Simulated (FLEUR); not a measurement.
Here is a FLEUR MaX-R8.1 (later development tree) calculation.

The input inp.xml:

```xml
<?xml version="1.0" encoding="UTF-8" standalone="no"?>
<fleurInput fleurInputVersion="0.39">
   <comment>
      WS2                                                                                                 
   </comment>
   <calculationSetup>
      <cutoffs Kmax="5.63" Gmax="17.5" GmaxXC="17.5" numbands="0"/>
      <scfLoop itmax="60" minDistance="0.00001" maxIterBroyd="15" imix="Anderson" alpha="0.05" precondParam="0.0" spinf="2.0" sdNocoIR="T"/>
      <coreElectrons ctail="T" frcor="F" kcrel="0" coretail_lmax="0"/>
      <xcFunctional name="vwn" relativisticCorrections="F"/>
      <magnetism jspins="1"/>
      <soc l_soc="F" theta="0.0" phi="0.0" spav="F"/>
      <expertModes spex="0" secvar="F"/>
      <geometryOptimization l_f="F" forcealpha="1.0" forcemix="BFGS" epsdisp="0.00001" epsforce="0.00001"/>
      <ldaU l_linMix="F" mixParam="0.05" spinf="1.0"/>
   </calculationSetup>
   <cell>
      <bzIntegration valenceElectrons="40.0" mode="hist" fermiSmearingEnergy="0.00183747">
         <kPointListSelection listName="default-1"/>
         <!-- k-points included here -->
         <xi:include xmlns:xi="http://www.w3.org/2001/XInclude" href="kpts.xml"> </xi:include>
      </bzIntegration>
      <!-- symmetry operations included here -->
      <xi:include xmlns:xi="http://www.w3.org/2001/XInclude" href="sym.xml"> </xi:include>
      <bulkLattice scale="1.0">
         <bravaisMatrix>
            <row-1>    2.9838775507433999     1.7227425072442775    11.6470120145550080</row-1>
            <row-2>   -2.9838775507433999     1.7227425072442775    11.6470120145550080</row-2>
            <row-3>    0.0000000000000000    -3.4454850142995821    11.6470120145550080</row-3>
         </bravaisMatrix>
      </bulkLattice>
   </cell>
   <atomSpecies>
      <species name="Tungsten (W)" element="W" atomicNumber="74">
         <mtSphere radius="2.4" gridPoints="807" logIncrement="0.016"/>
         <atomicCutoffs lmax="10" lnonsphr="10"/>
         <electronConfig flipSpins="F">
            <coreConfig>(1s1/2) (2s1/2) (2p1/2) (2p3/2) (3s1/2) (3p1/2) (3p3/2) (4s1/2) (3d3/2) (3d5/2) (4p1/2) (4p3/2) (4d3/2) (4d5/2)</coreConfig>
            <valenceConfig>(5s1/2) (5p1/2) (5p3/2) (6s1/2) (4f5/2) (4f7/2) (5d3/2) (5d5/2)</valenceConfig>
            <stateOccupation state="(5d3/2)" spinUp="0.800000" spinDown="0.800000"/>
            <stateOccupation state="(5d5/2)" spinUp="1.200000" spinDown="1.200000"/>
         </electronConfig>
         <energyParameters s="6" p="6" d="5" f="4"/>
         <lo type="SCLO" l="0" n="5" eDeriv="0"/>
         <lo type="SCLO" l="1" n="5" eDeriv="0"/>
         <lo type="SCLO" l="2" n="5" eDeriv="2"/>
         <lo type="SCLO" l="3" n="4" eDeriv="2"/>
      </species>
      <species name="Sulfur (S)" element="S" atomicNumber="16">
         <mtSphere radius="1.74" gridPoints="575" logIncrement="0.02"/>
         <atomicCutoffs lmax="8" lnonsphr="8"/>
         <electronConfig flipSpins="F">
            <coreConfig>(1s1/2) (2s1/2) (2p1/2) (2p3/2)</coreConfig>
            <valenceConfig>(3s1/2) (3p1/2) (3p3/2)</valenceConfig>
            <stateOccupation state="(3p1/2)" spinUp="0.666667" spinDown="0.666667"/>
            <stateOccupation state="(3p3/2)" spinUp="1.333333" spinDown="1.333333"/>
         </electronConfig>
         <energyParameters s="3" p="3" d="3" f="4"/>
         <lo type="SCLO" l="0" n="3" eDeriv="2"/>
         <lo type="SCLO" l="1" n="3" eDeriv="2"/>
         <lo type="SCLO" l="2" n="3" eDeriv="2"/>
         <lo type="SCLO" l="3" n="4" eDeriv="2"/>
      </species>
   </atomSpecies>
   <atomGroups>
      <atomGroup species="Tungsten (W)">
         <relPos label="                   1">.0000000000 .0000000000 .0000000000</relPos>
         <force calculate="T" relaxXYZ="TTT"/>
      </atomGroup>
      <atomGroup species="Sulfur (S)">
         <relPos label="                   2">-.4190000000 -.4190000000 -.4190000000</relPos>
         <force calculate="T" relaxXYZ="TTT"/>
      </atomGroup>
      <atomGroup species="Sulfur (S)">
         <relPos label="                   3">-.2497000000 -.2497000000 -.2497000000</relPos>
         <force calculate="T" relaxXYZ="TTT"/>
      </atomGroup>
   </atomGroups>
   <output dos="F" band="F" slice="F">
      <checks vchk="F" cdinf="F"/>
      <bandDOS minEnergy="-.5*Htr" maxEnergy="0.5*Htr" sigma="0.015" storeEVData="T"/>
      <vacuumDOS vacdos="F" integ="F" star="F" nstars="0" locx1="0.0" locy1="0.0" locx2="0.0" locy2="0.0" nstm="0" tworkf="0.0"/>
      <unfoldingBand unfoldBand="F" supercellX="1" supercellY="1" supercellZ="1"/>
      <plotting iplot="0" polar="F">
         <plot TwoD="T" vec1="  1.0  0.0  0.0" vec2="  0.0  1.0  0.0" vec3="  0.0  0.0  1.0" zero="  0.0  0.0  0.0" file="plot"/>
      </plotting>
      <chargeDensitySlicing numkpt="0" minEigenval="0.0" maxEigenval="0.0" nnne="0" pallst="F"/>
      <specialOutput eonly="F"/>
      <moessbauerParams electricFieldGradient="T" isomerShift="T" coreHyperfine="T" valenceHyperfine="T"/>
      <magneticCircularDichroism mcd="F" energyLo="-10.0" energyUp="0.0"/>
   </output>
  <!-- We include the file relax.xml here to enable relaxations (see documentation) -->
  <xi:include xmlns:xi="http://www.w3.org/2001/XInclude" href="relax.xml"> <xi:fallback/> </xi:include>
</fleurInput>
```

The input crystal.txt:

```
WS2
&input cartesian=F /
1.5790000000  0.9116360751  6.1633333333
-1.5790000000  0.9116360751  6.1633333333
0.0000000000  -1.8232721501  6.1633333333
1.8897261246
1.0 1.0 1.0

3
74 0.0000000000  0.0000000000  0.0000000000
16 0.5810000000  0.5810000000  0.5810000000
16 0.7503000000  0.7503000000  0.7503000000

&kpt div1=10 div2=10 div3=10 gamma=T /
```

inp.xml (bands)

```
<?xml version="1.0" encoding="UTF-8" standalone="no"?>
<fleurInput fleurInputVersion="0.39">
   <comment>
      WS2                                                                                                 
   </comment>
   <calculationSetup>
      <cutoffs Kmax="5.63" Gmax="17.5" GmaxXC="17.5" numbands="0"/>
      <scfLoop itmax="60" minDistance="0.00001" maxIterBroyd="15" imix="Anderson" alpha="0.05" precondParam="0.0" spinf="2.0" sdNocoIR="T"/>
      <coreElectrons ctail="T" frcor="F" kcrel="0" coretail_lmax="0"/>
      <xcFunctional name="vwn" relativisticCorrections="F"/>
      <magnetism jspins="1"/>
      <soc l_soc="F" theta="0.0" phi="0.0" spav="F"/>
      <expertModes spex="0" secvar="F"/>
      <geometryOptimization l_f="F" forcealpha="1.0" forcemix="BFGS" epsdisp="0.00001" epsforce="0.00001"/>
      <ldaU l_linMix="F" mixParam="0.05" spinf="1.0"/>
   </calculationSetup>
   <cell>
      <bzIntegration valenceElectrons="40.0" mode="hist" fermiSmearingEnergy="0.00183747">
         <kPointListSelection listName="path-1"/>
         <!-- k-points included here -->
         <xi:include xmlns:xi="http://www.w3.org/2001/XInclude" href="kpts.xml"> </xi:include>
      </bzIntegration>
      <!-- symmetry operations included here -->
      <xi:include xmlns:xi="http://www.w3.org/2001/XInclude" href="sym.xml"> </xi:include>
      <bulkLattice scale="1.0">
         <bravaisMatrix>
            <row-1>    2.9838775507433999     1.7227425072442775    11.6470120145550080</row-1>
            <row-2>   -2.9838775507433999     1.7227425072442775    11.6470120145550080</row-2>
            <row-3>    0.0000000000000000    -3.4454850142995821    11.6470120145550080</row-3>
         </bravaisMatrix>
      </bulkLattice>
   </cell>
   <atomSpecies>
      <species name="Tungsten (W)" element="W" atomicNumber="74">
         <mtSphere radius="2.4" gridPoints="807" logIncrement="0.016"/>
         <atomicCutoffs lmax="10" lnonsphr="10"/>
         <electronConfig flipSpins="F">
            <coreConfig>(1s1/2) (2s1/2) (2p1/2) (2p3/2) (3s1/2) (3p1/2) (3p3/2) (4s1/2) (3d3/2) (3d5/2) (4p1/2) (4p3/2) (4d3/2) (4d5/2)</coreConfig>
            <valenceConfig>(5s1/2) (5p1/2) (5p3/2) (6s1/2) (4f5/2) (4f7/2) (5d3/2) (5d5/2)</valenceConfig>
            <stateOccupation state="(5d3/2)" spinUp="0.800000" spinDown="0.800000"/>
            <stateOccupation state="(5d5/2)" spinUp="1.200000" spinDown="1.200000"/>
         </electronConfig>
         <energyParameters s="6" p="6" d="5" f="4"/>
         <lo type="SCLO" l="0" n="5" eDeriv="0"/>
         <lo type="SCLO" l="1" n="5" eDeriv="0"/>
         <lo type="SCLO" l="2" n="5" eDeriv="2"/>
         <lo type="SCLO" l="3" n="4" eDeriv="2"/>
      </species>
      <species name="Sulfur (S)" element="S" atomicNumber="16">
         <mtSphere radius="1.74" gridPoints="575" logIncrement="0.02"/>
         <atomicCutoffs lmax="8" lnonsphr="8"/>
         <electronConfig flipSpins="F">
            <coreConfig>(1s1/2) (2s1/2) (2p1/2) (2p3/2)</coreConfig>
            <valenceConfig>(3s1/2) (3p1/2) (3p3/2)</valenceConfig>
            <stateOccupation state="(3p1/2)" spinUp="0.666667" spinDown="0.666667"/>
            <stateOccupation state="(3p3/2)" spinUp="1.333333" spinDown="1.333333"/>
         </electronConfig>
         <energyParameters s="3" p="3" d="3" f="4"/>
         <lo type="SCLO" l="0" n="3" eDeriv="2"/>
         <lo type="SCLO" l="1" n="3" eDeriv="2"/>
         <lo type="SCLO" l="2" n="3" eDeriv="2"/>
         <lo type="SCLO" l="3" n="4" eDeriv="2"/>
      </species>
   </atomSpecies>
   <atomGroups>
      <atomGroup species="Tungsten (W)">
         <relPos label="                   1">.0000000000 .0000000000 .0000000000</relPos>
         <force calculate="T" relaxXYZ="TTT"/>
      </atomGroup>
      <atomGroup species="Sulfur (S)">
         <relPos label="                   2">-.4190000000 -.4190000000 -.4190000000</relPos>
         <force calculate="T" relaxXYZ="TTT"/>
      </atomGroup>
      <atomGroup species="Sulfur (S)">
         <relPos label="                   3">-.2497000000 -.2497000000 -.2497000000</relPos>
         <force calculate="T" relaxXYZ="TTT"/>
      </atomGroup>
   </atomGroups>
   <output dos="F" band="T" slice="F">
      <checks vchk="F" cdinf="F"/>
      <bandDOS minEnergy="-.5*Htr" maxEnergy="0.5*Htr" sigma="0.015" storeEVData="T"/>
      <vacuumDOS vacdos="F" integ="F" star="F" nstars="0" locx1="0.0" locy1="0.0" locx2="0.0" locy2="0.0" nstm="0" tworkf="0.0"/>
      <unfoldingBand unfoldBand="F" supercellX="1" supercellY="1" supercellZ="1"/>
      <plotting iplot="0" polar="F">
         <plot TwoD="T" vec1="  1.0  0.0  0.0" vec2="  0.0  1.0  0.0" vec3="  0.0  0.0  1.0" zero="  0.0  0.0  0.0" file="plot"/>
      </plotting>
      <chargeDensitySlicing numkpt="0" minEigenval="0.0" maxEigenval="0.0" nnne="0" pallst="F"/>
      <specialOutput eonly="F"/>
      <moessbauerParams electricFieldGradient="T" isomerShift="T" coreHyperfine="T" valenceHyperfine="T"/>
      <magneticCircularDichroism mcd="F" energyLo="-10.0" energyUp="0.0"/>
   </output>
  <!-- We include the file relax.xml here to enable relaxations (see documentation) -->
  <xi:include xmlns:xi="http://www.w3.org/2001/XInclude" href="relax.xml"> <xi:fallback/> </xi:include>
</fleurInput>
```

Potentials or basis: all-electron, FLAPW.

Command:

```console
$ inpgen -f crystal.txt -profile fastHighL
$ # inp.xml edited to the form shown
$ mpirun -n 4 fleur_MPI -pe_per_kpt 1
$ mpirun -n 4 fleur_MPI -pe_per_kpt 1   # second run, on inp.xml (bands)
```

Question: What does it give for the band gap along the path?

Answer: 0.94 eV, indirect (least direct gap 1.89 eV).

Question: What does it give for the band gap on the k mesh?

Answer: 0.99 eV, indirect (least direct gap 2.22 eV).

Levels at the corners of the path, in eV from the valence-band top:
```
point  band 18  band 19  band 20  band 21  band 22  band 23
    Γ    -2.30    -1.54    -1.25     2.16     2.16     2.53
    L    -2.55    -1.79    -1.72     2.24     2.53     3.54
   B1    -4.06    -3.00    -0.72     1.22     2.46     3.49
    B    -4.06    -3.00    -0.72     1.22     2.46     3.49
    Z    -2.27    -2.27     0.00     2.28     2.28     2.36
    Γ    -2.30    -1.54    -1.25     2.16     2.16     2.53
    X    -3.98    -3.05    -0.70     1.18     2.47     3.44
    Q    -3.98    -3.05    -0.70     1.18     2.47     3.44
    F    -3.17    -1.99    -1.53     2.20     2.65     3.14
   P1    -3.03    -1.94    -1.55     2.20     2.70     3.17
    Z    -2.27    -2.27     0.00     2.28     2.28     2.36
    L    -2.55    -1.79    -1.72     2.24     2.53     3.54
    P    -3.03    -1.94    -1.55     2.20     2.70     3.17
```

Caveat: core charge leaks out of the spheres, which shifts energies; spin-orbit coupling is left out, which moves the levels of the heavy elements.
